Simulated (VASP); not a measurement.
Wanted: the native input for a VASP 6.6.1 run.

- Task: band structure
- Functional: r2SCAN
- Potentials or basis: VASP PAW PBE potentials, release 64 (Ba_sv, O)
- Cutoff: 520 eV
- k mesh: 8 × 8 × 8
- Occupations: gaussian, width 0.02 eV
- Spin: no spin polarisation
- Further INCAR settings: ALGO = Normal; EDIFF = 1e-07; NBANDS = 15

The structure of BaO lies in POSCAR:

```
BaO                                     
1.0
   -0.0000000000      2.7909961356      2.7909961356
    2.7909961356      0.0000000000      2.7909961356
    2.7909961356      2.7909961356     -0.0000000000
  Ba              O             
     1     1
Direct
     0.0000000000000000    0.0000000000000000    0.0000000000000000
     0.5000000000000000    0.5000000000000000    0.5000000000000000
```

The cell was built by a generator and needn't be a form met in nature.

One way to write it, as run:

INCAR

```
PREC = Accurate
ENCUT = 520
EDIFF = 1E-7
ISMEAR = 0
SIGMA = 0.02
LREAL = F
LASPH = T
NELM = 80
ALGO = Normal
ISIF = 2
LWAVE = F
LCHARG = F
METAGGA = R2SCAN
LMIXTAU = T
NBANDS = 15
```

KPOINTS

```
Automatic mesh
0
Gamma
  8 8 8
```

KPOINTS_OPT

```
path GXWKGLUWLK,UX
20
line-mode
reciprocal
 0.0000000000  0.0000000000  0.0000000000  G
 0.5000000000  0.0000000000  0.5000000000  X

 0.5000000000  0.0000000000  0.5000000000  X
 0.5000000000  0.2500000000  0.7500000000  W

 0.5000000000  0.2500000000  0.7500000000  W
 0.3750000000  0.3750000000  0.7500000000  K

 0.3750000000  0.3750000000  0.7500000000  K
 0.0000000000  0.0000000000  0.0000000000  G

 0.0000000000  0.0000000000  0.0000000000  G
 0.5000000000  0.5000000000  0.5000000000  L

 0.5000000000  0.5000000000  0.5000000000  L
 0.6250000000  0.2500000000  0.6250000000  U

 0.6250000000  0.2500000000  0.6250000000  U
 0.5000000000  0.2500000000  0.7500000000  W

 0.5000000000  0.2500000000  0.7500000000  W
 0.5000000000  0.5000000000  0.5000000000  L

 0.5000000000  0.5000000000  0.5000000000  L
 0.3750000000  0.3750000000  0.7500000000  K

 0.6250000000  0.2500000000  0.6250000000  U
 0.5000000000  0.0000000000  0.5000000000  X
```

Potentials or basis: VASP PAW PBE potentials, release 64 (Ba_sv, O).

Run with:

```console
$ cat potpaw_PBE.64/Ba_sv/POTCAR potpaw_PBE.64/O/POTCAR > POTCAR
$ mpirun -np 1 vasp_std > vasp.out
```

It gave:

```json
{"Pressure": "0.1 GPa", "Band gap on the k mesh": "2.38 eV, direct", "Band gap along the path": "2.38 eV, direct"}
```

Caveat: the PAW data sets were made with another functional, which shifts forces and pressure a little; spin-orbit coupling is left out, which moves the levels of the heavy elements.

Wall time 5.7 min on 1 thread of Intel(R) Xeon(R) Platinum 8259CL CPU @ 2.50GHz (Skylake/Cascade Lake), with other jobs on the host, peak memory 0.18 GiB.
